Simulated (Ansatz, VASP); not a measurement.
# One calculation of BeTe, two programs

Contents of INCAR:

```
SYSTEM = BeTe
PREC = Accurate
ENCUT = 520
EDIFF = 1E-7
ISMEAR = -1
SIGMA = 0.05
LREAL = .FALSE.
LASPH = .TRUE.
NELM = 60
ALGO = Normal
ISIF = 2
LWAVE = .FALSE.
LCHARG = .TRUE.
GGA = PE
ALDAC = 0.0
AGGAC = 0.0
LELF = .TRUE.
LVHAR = .TRUE.
NBANDS = 11
```

Contents of KPOINTS:

```
Automatic mesh
0
G
  8 8 8
  0 0 0
```

File POSCAR:

```
BeTe
1.0
    0.0000000000      2.7883449055      2.7883449055
    2.7883449055      0.0000000000      2.7883449055
    2.7883449055      2.7883449055      0.0000000000
Te Be
1 1
Direct
    0.7500000000      0.7500000000      0.7500000000
    0.0000000000      0.0000000000      0.0000000000
```

The input input.yaml:

```yaml
crystal:
  lattice:
    - [0.0, 2.7883449055, 2.7883449055]
    - [2.7883449055, 0.0, 2.7883449055]
    - [2.7883449055, 2.7883449055, 0.0]
  atoms:
    - { symbol: Te, position: [0.75, 0.75, 0.75] }
    - { symbol: Be, position: [0.0, 0.0, 0.0] }
hamiltonian:
  xc: { exchange: pbe, correlation: none }
  pseudopotentials: { kind: paw }
kpoints:
  mp_grid: { grid: [8, 8, 8] }
scf:
  occupations: { method: fermi_dirac, width: 0.05 }
output:
  forces: true
  stress: true
  eigenvalues: true
  write_density: true
  write_potential: true
  elf: true
  volumetric_format: npy
```

Alike in both runs: task single point; functional PBE exchange alone; k mesh 8 × 8 × 8; occupations fermi-dirac, width 0.05 eV; no spin polarisation.

|  | VASP | Ansatz |
| --- | --- | --- |
| version | VASP 6.6.1 | Ansatz 0.2.0 |
| potentials or method | VASP PAW PBE potentials, release 64 (Te, Be) | Ansatz PAW |
| plane-wave cutoff (eV) | 520 | 420 |
| valence electrons in the cell | 8 | 18 |

|  | VASP | Ansatz | Ansatz less VASP |
| --- | --- | --- | --- |
| gap on the k mesh at the Fermi level (eV) | 2.15 | 2.17 | +0.012 |
| least direct gap on the mesh (eV) | 3.66 | 3.68 | +0.015 |
| pressure (GPa) | 11.1 | 10.9 | -0.20 |

The two sets of potentials don't hold the same shells in valence.

Caveats: spin-orbit coupling is left out, which moves the levels of the heavy elements; the PAW data sets come from PBE, with cores solved anew for the run's functional, which leaves a small shift of forces and pressure (Ansatz). A k mesh can miss the band edges.
